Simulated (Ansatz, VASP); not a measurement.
**One calculation of Ru, two programs**

```
Ru
1.0
     0.00000    2.72717    2.72717
     2.72717    0.00000    2.72717
     2.72717    2.72717    0.00000
Ru
2
Direct
  0.12500 0.12500 0.12500
  0.87500 0.87500 0.87500
```

This isn't the form of Ru at room conditions, which is hcp.

Alike in both runs: task single point; functional PBE; k mesh 16 × 16 × 16; occupations fermi-dirac, width 0.05 eV; collinear spin.

```csv
,VASP,Ansatz
version,VASP 6.6.1,Ansatz 0.2.0
potentials or method,"VASP PAW PBE potentials, release 64 (Ru_pv)","plane waves (420 eV) with PAW, scalar-relativistic"
plane-wave cutoff (eV),520,420
valence electrons in the cell,28,32
```

```tsv
	VASP	Ansatz	Ansatz less VASP
net moment per atom (μB)	0.00	0.00	0.000
```

The functional is the same, so the differences come from potentials, cutoffs and numerics. The two sets of potentials don't hold the same shells in valence. Ansatz warned: «seeded_moment_not_kept».
